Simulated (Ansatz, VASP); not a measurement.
## One calculation of GaN, two programs

The input INCAR:

```
SYSTEM = GaN
PREC = Accurate
ENCUT = 520
EDIFF = 1E-7
ISMEAR = 0
SIGMA = 0.01
LREAL = .FALSE.
LASPH = .TRUE.
NELM = 100
ALGO = Normal
ISIF = 2
LWAVE = .FALSE.
LCHARG = .TRUE.
GGA = CA
LELF = .TRUE.
LVHAR = .TRUE.
NBANDS = 16
```

KPOINTS

```
Automatic mesh
0
G
  10 10 10
  0 0 0
```

Contents of POSCAR:

```
GaN
1.0
    0.0000000000      2.2489526566      2.2489526566
    2.2489526566      0.0000000000      2.2489526566
    2.2489526566      2.2489526566      0.0000000000
Ga N
1 1
Direct
    0.0000000000      0.0000000000      0.0000000000
    0.2500000000      0.2500000000      0.2500000000
```

Input for Ansatz:

```yaml
crystal:
  lattice:
    - [0.0, 2.2489526566, 2.2489526566]
    - [2.2489526566, 0.0, 2.2489526566]
    - [2.2489526566, 2.2489526566, 0.0]
  atoms:
    - { symbol: Ga, position: [0.0, 0.0, 0.0] }
    - { symbol: "N", position: [0.25, 0.25, 0.25] }
kpoints:
  mp_grid: { grid: [10, 10, 10] }
  band_path:
    path:
      - [0.0, 0.0, 0.0]
      - [-0.5, -0.5, 0.0]
      - [-0.375, -0.375, 0.25]
      - [-0.375, 0.0, 0.375]
      - [0.0, 0.0, 0.5]
      - [-0.5, -0.25, 0.25]
    npoints: 1
hamiltonian:
  xc: lda
scf:
  occupations: { method: fixed }
  n_extra_bands: 4
output:
  forces: true
  stress: true
  eigenvalues: true
  write_density: true
  write_potential: true
  elf: true
  volumetric_format: npy
```

Alike in both runs: task single point; functional LDA; k mesh 10 × 10 × 10; no spin polarisation.

|  | VASP | Ansatz |
| --- | --- | --- |
| version | VASP 6.6.1 | Ansatz 0.2.0 |
| potentials or method | VASP PAW LDA potentials, release 64 (Ga_d, N) | plane waves, PAW |
| plane-wave cutoff (eV) | 520 | 420 |
| occupations | gaussian, width 0.01 eV | fixed |
| valence electrons in the cell | 18 | 18 |

|  | VASP | Ansatz | Ansatz less VASP |
| --- | --- | --- | --- |
| gap on the k mesh at the Fermi level (eV) | 1.79 | 1.77 | -0.015 |
| pressure (GPa) | -4.4 | -5.4 | -0.98 |

As with any semilocal functional, this LDA gap is likely too small.
